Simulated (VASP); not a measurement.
Sr:

```
CELL_PARAMETERS angstrom
0.00000 3.04235 3.04235
3.04235 0.00000 3.04235
3.04235 3.04235 0.00000
ATOMIC_POSITIONS crystal
Sr 0.00000 0.00000 0.00000
```

- Program: VASP 6.6.1
- Task: relaxation of cell and atoms
- Functional: PBEsol
- Potentials or basis: VASP PAW PBE potentials, release 64 (Sr_sv)
- Cutoff: 600 eV
- k mesh: 8 × 8 × 8
- Occupations: fermi-dirac, width 0.05 eV
- Spin: no spin polarisation

At the start: pressure -0.9 GPa; volume 56.32 Å³/atom.

**Question.** Where does the relaxation end?

**Answer.** Over 4 steps the energy falls by 13.0 meV/atom and the volume is 51.86 Å³/atom (-7.9 %); space group Fm-3m (No. 225, to 0.05 Å).

The path:
| step | energy change (eV) | largest force (eV/Å) | pressure (GPa) | volume (Å³) |
| --- | --- | --- | --- | --- |
| 1 | 0.0000 | 0.0000 | -0.89 | 56.32 |
| 2 | -0.0104 | 0.0000 | -0.43 | 53.80 |
| 3 | -0.0130 | 0.0000 | 0.04 | 51.69 |
| 4 | -0.0130 | 0.0000 | 0.00 | 51.86 |

Final structure:
```xyz
1
Lattice="0.0000 2.9599 2.9599 2.9599 0.0000 2.9599 2.9599 2.9599 0.0000" Properties=species:S:1:pos:R:3 pbc="T T T"
Sr    0.0000    0.0000    0.0000
```

Caveat: the PAW data sets were made with another functional, which shifts forces and pressure a little.
